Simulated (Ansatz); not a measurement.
A (001) slab of Si2Mo (I4/mmm (No. 139)), 8 planes, outer planes Si (top) and Si (bottom), with 8 atoms (Si6Mo2) in a surface cell of A = 10.177 Å², as cut from the bulk:

```
CELL_PARAMETERS angstrom
3.19007 0.00000 0.00000
0.00000 3.19007 0.00000
0.00000 0.00000 24.15195
ATOMIC_POSITIONS crystal
Si 0.50000 0.50000 0.31053
Si 0.00000 0.00000 0.36563
Mo 0.50000 0.50000 0.41904
Si 0.00000 0.00000 0.47245
Si 0.50000 0.50000 0.52755
Mo 0.00000 0.00000 0.58096
Si 0.50000 0.50000 0.63437
Si 0.00000 0.00000 0.68947
```

The calculation used DFT PBEsol, scalar-relativistic, plane waves, PAW in Ansatz 0.2.0. Settings: cutoff 420 eV, Γ-centred mesh 11×11×1 on the computed 8-atom cell, Gaussian smearing of 0.10 eV; no spin polarisation. The cell repeats along c with a dipole correction in the vacuum.

The relaxed slab holds 2 formula units of Si$_{2}$Mo and 2 further Si. Against those formula units in the bulk and the further Si in its standard state it lies 3.136 eV higher. The formation energy of Si$_{2}$Mo from the standard states is -1.809 eV a formula unit (uncorrected, no zero-point or thermal terms).

(1) Over what range can the chemical potential of Si vary, and what is the surface energy at both ends?

(2) How does its energy depend on growth conditions?

## Answers

(1) In contact with the bulk, 2μ(Si) + μ(Mo) is fixed. With Δμ counted from the standard states, Δμ(Si) ≤ 0 keeps elemental Si from forming, and Δμ(Mo) ≤ 0 requires Δμ(Si) ≥ ΔH/2 = -0.904 eV. Other compounds of Si and Mo can narrow this range. Then γ, the mean of both faces, = [3.136 eV − 2.00·Δμ(Si)]/(2A). At the Si-rich end (Δμ = 0): 3.136/(2 × 10.177) × 16.02 = 2.47 J/m². At the Si-poor end: (3.136 + 1.808)/(2 × 10.177) × 16.02 = 3.89 J/m².

(2) It carries an excess of Si, so its energy falls by 1.57 J/m² for each eV that μ(Si) rises: Si-rich conditions lower it; whether it appears depends on the other terminations.